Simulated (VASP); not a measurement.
# Te2Mo in VASP: further runs, part 2 of 2

VASP 6.6.1. The steps go on from the part before.

## (3) Relaxation of cell and atoms, PBE+D3(BJ)

This run uses another cell than the first one, of 41.89 Å³/atom, 0.988 times its volume.

INCAR

```
SYSTEM = Te2Mo
ALGO     = Normal         ! electronic algorithm
EDIFF    = 1E-7           ! SCF threshold, eV
EDIFFG   = -0.005         ! ionic threshold
ENCUT    = 600            ! plane-wave cutoff, eV
GGA      = PE             ! functional
IBRION   = 2              ! ionic algorithm
ISIF     = 3              ! what is computed and relaxed
ISMEAR   = 0              ! smearing method
IVDW     = 12             ! dispersion correction
KPAR     = 4            
LASPH    = .TRUE.         ! aspherical terms in the spheres
LATTICE_CONSTRAINTS= .TRUE. .TRUE. .FALSE.
LCHARG   = .FALSE.        ! write CHGCAR
LREAL    = .FALSE.        ! projectors in reciprocal space
LWAVE    = .FALSE.        ! write WAVECAR
NELM     = 80             ! most SCF steps
NSW      = 90             ! ionic steps
PREC     = Accurate       ! precision mode
SIGMA    = 0.03           ! smearing width, eV
```

KPOINTS

```
k-points
0
G
  12 12 1
  0 0 0
```

POSCAR

```
Te2Mo                                   
1.0
    3.4977899111     -0.0000000000      0.0000000000
   -1.7488949555      3.0291749244      0.0000000000
    0.0000000000      0.0000000000     35.5787888000
  Te              Mo            
     6     3
Direct
     0.3333333300000021    0.6666666699999979    0.2564310717282811
     0.3333333300000021    0.6666666699999979    0.3586828219585005
     0.6666666699999979    0.3333333300000021    0.4489076422626939
     0.6666666699999979    0.3333333300000021    0.5510923577373058
     0.3333333300000021    0.6666666699999979    0.6413171780414996
     0.3333333300000021    0.6666666699999979    0.7435689282717189
     0.6666666699999979    0.3333333300000021    0.3075384261460953
     0.3333333300000021    0.6666666699999979    0.5000000000000000
     0.6666666699999979    0.3333333300000021    0.6924615738539045
```

Potentials or basis: VASP PAW PBE potentials, release 64 (Te, Mo_sv).

Command:

```bash
cat potpaw_PBE.64/Te/POTCAR potpaw_PBE.64/Mo_sv/POTCAR > POTCAR
mpirun -np 4 vasp_std > vasp.out
```

OUTCAR:

```text
SYSTEM = Te2Mo
   EDIFF = 1E-7
   EDIFFG = -0.005
   ENCUT = 600
   GGA = PE
   IBRION = 2
   ISIF = 3
   ISMEAR = 0
   IVDW = 12
   LASPH = .TRUE.
   LREAL = .FALSE.
   NELM = 80
   NSW = 90
   PREC = Accurate
 IVDW          = 12

 ion  position               nearest neighbor table
   1  0.333  0.667  0.256-   7 2.72   7 2.72   7 2.72   2 3.64
   2  0.333  0.667  0.359-   7 2.72   7 2.72   7 2.72   1 3.64
   3  0.667  0.333  0.449-   8 2.72   8 2.72   8 2.72   4 3.64
   4  0.667  0.333  0.551-   8 2.72   8 2.72   8 2.72   3 3.64
   5  0.333  0.667  0.641-   9 2.72   9 2.72   9 2.72   6 3.64
   6  0.333  0.667  0.744-   9 2.72   9 2.72   9 2.72   5 3.64
   7  0.667  0.333  0.308-   1 2.72   1 2.72   1 2.72   2 2.72   2 2.72   2 2.72
   8  0.333  0.667  0.500-   3 2.72   4 2.72   3 2.72   4 2.72   3 2.72   4 2.72
   9  0.667  0.333  0.692-   6 2.72   6 2.72   6 2.72   5 2.72   5 2.72   5 2.72

  LATTYP: Found a hexagonal cell.
 ALAT       =     3.4977899111
 C/A-ratio  =    10.1717912466

  Lattice vectors:

 A1 = (   3.4977899111,   0.0000000000,   0.0000000000)
 A2 = (  -1.7488949555,   3.0291749244,   0.0000000000)
 A3 = (   0.0000000000,   0.0000000000,  35.5787888000)

Analysis of symmetry for initial positions (statically):
=====================================================================
 Subroutine PRICEL returns:
 Original cell was already a primitive cell.

 Routine SETGRP: Setting up the symmetry group for a
 hexagonal supercell.

 Subroutine GETGRP returns: Found 12 space group operations
 (whereof 12 operations were pure point group operations)
 out of a pool of 24 trial point group operations.

The static configuration has the point symmetry D_3h.

Analysis of symmetry for dynamics (positions and initial velocities):
=====================================================================
 Subroutine PRICEL returns:
 Original cell was already a primitive cell.

 Routine SETGRP: Setting up the symmetry group for a
 hexagonal supercell.

 Subroutine GETGRP returns: Found 12 space group operations
 (whereof 12 operations were pure point group operations)
 out of a pool of 24 trial point group operations.

The dynamic configuration has the point symmetry D_3h.
[... 107 lines left out ...]
   EDIFF  = 0.1E-06   stopping-criterion for ELM
   LREAL  =      F    real-space projection
   EDIFFG = -.5E-02   stopping-criterion for IOM
   NSW    =     90    number of steps for IOM
   IBRION =      2    ionic relax: 0-MD 1-quasi-New 2-CG
   NFREE  =      1    steps in history (QN), initial steepest desc. (CG)
   ISIF   =      3    stress and relaxation
   ISYM   =      2    0-nonsym 1-usesym 2-fastsym
   POTIM  = 0.5000    time-step for ionic-motion
   TEBEG  =    0.0;   TEEND  =   0.0 temperature during run
   PSTRESS=    0.0 pullay stress
   NELECT =      78.0000    total number of electrons
   NUPDOWN=      -1.0000    fix difference up-down
   EMIN   =  10.00;   EMAX   =-10.00  energy-range for DOS
   EFERMI =   0.00;   METHOD = LEGACY
   ISMEAR =     0;   SIGMA  =   0.03  broadening in eV -4-tet -1-fermi 0-gaus
   EFERMI_NEDOS =   21; number of points for ismear=-14 and -15
   IALGO  =     38    algorithm
   IMIX   =      4    mixing-type and parameters
     AMIX     =   0.40;   BMIX     =  1.00
     AMIX_MAG =   1.60;   BMIX_MAG =  1.00
  volume/ion in A,a.u.               =      41.89       282.66
  Fermi-wavevector in a.u.,A,eV,Ry     =   0.968285  1.829794 12.756499  0.937576
  Thomas-Fermi vector in A             =   2.098242
   LORBIT       =      0    0 simple, 1 ext, 2 COOP (PROOUT), +10 PAW based schemes
   GGA     = PE    functional components
   LHFCALC =     F    Hartree Fock is set to
   AEXX    =    0.0000 exact exchange contribution
   IVDW    =    12    specifies the selected vdW correction
   LEPSILON=     F    determine dielectric tensor
   LRPA    =     F    only Hartree local field effects (RPA)
 conjugate gradient relaxation of ions
 non-spin polarized calculation
 Gauss-broadening in eV      SIGMA  =   0.03
  energy-cutoff  :      600.00
  volume of cell :      376.97
 maximum number of plane-waves:     12657
 NGX is ok and might be reduce to    28
   NGX = 13   NGY = 13   NGZ =143

--------------------------------------- Ionic step        1  -------------------------------------------

 number of electron      78.0000000 magnetization

 Free energy of the ion-electron system (eV)
  ---------------------------------------------------
  ext. energy  EPLUGINS =         0.00000000
  ---------------------------------------------------
  free energy    TOTEN  =       -53.91495823 eV

  energy without entropy =      -53.91495823  energy(sigma->0) =      -53.91495823

------------------------ aborting loop because EDIFF is reached ----------------------------------------

 Edisp (eV)   -4.51282

 E8    (eV) :    -2.1165
[... 85 lines left out ...]
--------------------------------------- Ionic step        3  -------------------------------------------

 number of electron      78.0000000 magnetization

 Free energy of the ion-electron system (eV)
  ---------------------------------------------------
  ext. energy  EPLUGINS =         0.00000000
  ---------------------------------------------------
  free energy    TOTEN  =       -53.91432282 eV

  energy without entropy =      -53.91432282  energy(sigma->0) =      -53.91432282

 E-fermi :   3.3206     XC(G=0):  -6.4796

 val. band max:        3.0108796108   @ k =   0.0000   0.0000   0.0000
 cond. band min:       3.7786875183   @ k =   0.2500   0.1667   0.0000
 fundamental gap:      0.7678079076
 Fermi energy:         3.3206076722

 k-point     1 :       0.0000    0.0000    0.0000
  band No.  band energies     occupation
      1     -57.8299      2.00000
      2     -57.8276      2.00000
      3     -57.8276      2.00000
      4     -32.0065      2.00000
      5     -32.0064      2.00000
      6     -32.0063      2.00000
[... 960 lines left out ...]
  FREE ENERGIE OF THE ION-ELECTRON SYSTEM (eV)
  ---------------------------------------------------
  free  energy   TOTEN  =       -58.4277811544 eV

  energy  without entropy=      -58.4277811544  energy(sigma->0) =      -58.42778115

 reached required accuracy - stopping structural energy minimisation
```

CONTCAR:

```text
Te2Mo
   1.00000000000000
     3.4975412647349273   -0.0000000000000041    0.0000000000000000
    -1.7487706323174708    3.0289595903303765    0.0000000000000000
     0.0000000000000000    0.0000000000000000   35.5787887999999981
  Te              Mo
     6     3
Direct
     0.3333333300000021    0.6666666699999979    0.2564338715379016
     0.3333333300000021    0.6666666699999979    0.3586867255375795
     0.6666666699999979    0.3333333300000021    0.4489105478257184
     0.6666666699999979    0.3333333300000021    0.5510894521742816
     0.3333333300000021    0.6666666699999979    0.6413132744624205
     0.3333333300000021    0.6666666699999979    0.7435661284620985
     0.6666666699999979    0.3333333300000021    0.3075295093185085
     0.3333333300000021    0.6666666699999979    0.5000000000000000
     0.6666666699999979    0.3333333300000021    0.6924704906814915

  0.00000000E+00  0.00000000E+00  0.00000000E+00
  0.00000000E+00  0.00000000E+00  0.00000000E+00
  0.00000000E+00  0.00000000E+00  0.00000000E+00
  0.00000000E+00  0.00000000E+00  0.00000000E+00
  0.00000000E+00  0.00000000E+00  0.00000000E+00
  0.00000000E+00  0.00000000E+00  0.00000000E+00
  0.00000000E+00  0.00000000E+00  0.00000000E+00
  0.00000000E+00  0.00000000E+00  0.00000000E+00
  0.00000000E+00  0.00000000E+00  0.00000000E+00
```

Wall time 5.2 min (4 MPI ranks of Intel Xeon 6975P-C (Granite Rapids), shared host); peak memory 0.77 GiB.

Results:

| Quantity | Value |
| --- | --- |
| Free energy | -58.4278 eV |
| Relaxed volume | 41.88 Å³/atom |
| Relaxed cell | a = 3.498 Å, b = 3.498 Å, c = 35.579 Å, α = 90.00°, β = 90.00°, γ = 120.00° |
| Space group after relaxing (to 0.05 Å) | P-6m2 (No. 187) |
| Energy gained by relaxing | 0.0 meV/atom |
| Ionic steps | 3 |
| Band gap on the k mesh | 0.77 eV, indirect (least direct gap 1.12 eV) |
| Dispersion energy per atom | -0.501 eV |

Forces on the atoms (eV/Å):
```
Te   0.000  0.000 -0.003
Te   0.000  0.000  0.000
Te   0.000  0.000  0.000
Te   0.000  0.000  0.000
Te   0.000  0.000  0.000
Te   0.000  0.000  0.003
Mo   0.000  0.000  0.000
Mo   0.000  0.000  0.000
Mo   0.000  0.000  0.000
```

Final structure:
```cif
data_structure
_symmetry_space_group_name_H-M 'P 1'
_symmetry_Int_Tables_number 1
_cell_length_a 3.4975
_cell_length_b 3.4975
_cell_length_c 35.5788
_cell_angle_alpha 90.000
_cell_angle_beta 90.000
_cell_angle_gamma 120.000
_cell_volume 376.92
loop_
_atom_site_label
_atom_site_type_symbol
_atom_site_fract_x
_atom_site_fract_y
_atom_site_fract_z
_atom_site_occupancy
Te1 Te 0.33333 0.66667 0.25643 1
Te2 Te 0.33333 0.66667 0.35869 1
Te3 Te 0.66667 0.33333 0.44891 1
Te4 Te 0.66667 0.33333 0.55109 1
Te5 Te 0.33333 0.66667 0.64131 1
Te6 Te 0.33333 0.66667 0.74357 1
Mo1 Mo 0.66667 0.33333 0.30753 1
Mo2 Mo 0.33333 0.66667 0.50000 1
Mo3 Mo 0.66667 0.33333 0.69247 1
```

Caveat: spin-orbit coupling is left out, which moves the levels of the heavy elements. A hybrid or GW would open this gap; PBE tends to underestimate it.
